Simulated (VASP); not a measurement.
A run of VASP 6.6.1:

File INCAR:

```
  PREC = Accurate
  ENCUT = 300
  EDIFF = 1E-6
  ISMEAR = 0
  SIGMA = 0.03
  LREAL = False
  LASPH = True
  NELM = 80
  ALGO = Normal
  ISIF = 3
  LWAVE = False
  LCHARG = False
  GGA = PE
  IBRION = 2
  NSW = 90
  EDIFFG = -0.01
```

File KPOINTS:

```
regular mesh
0
Gamma
  5 5 2
```

Contents of POSCAR:

```
Si
1.0
    3.8313174605      0.0000000000      0.0000000000
   -1.9156587303      3.3180182508      0.0000000000
    0.0000000000      0.0000000000      6.3326220002
Si
4
Direct
    0.3333333300      0.6666666700      0.0630095000
    0.6666666700      0.3333333300      0.5630095000
    0.3333333300      0.6666666700      0.4369905000
    0.6666666700      0.3333333300      0.9369905000
```

Potentials or basis: VASP PAW PBE potentials, release 64 (Si).

Command:

```sh
$ cat potpaw_PBE.64/Si/POTCAR > POTCAR
$ mpirun -np 1 vasp_std > vasp.out
```

Hardware: 1 thread of Intel(R) Xeon(R) 6975P-C (Granite Rapids) (shared host).

**Question.** How long does it take, and how much memory?

**Answer.** It took 6.7 s on 1 thread of Intel(R) Xeon(R) 6975P-C (Granite Rapids), on a shared host, peak memory 0.14 GiB. Counts: scf iterations 32, k points 10, ion steps 5.
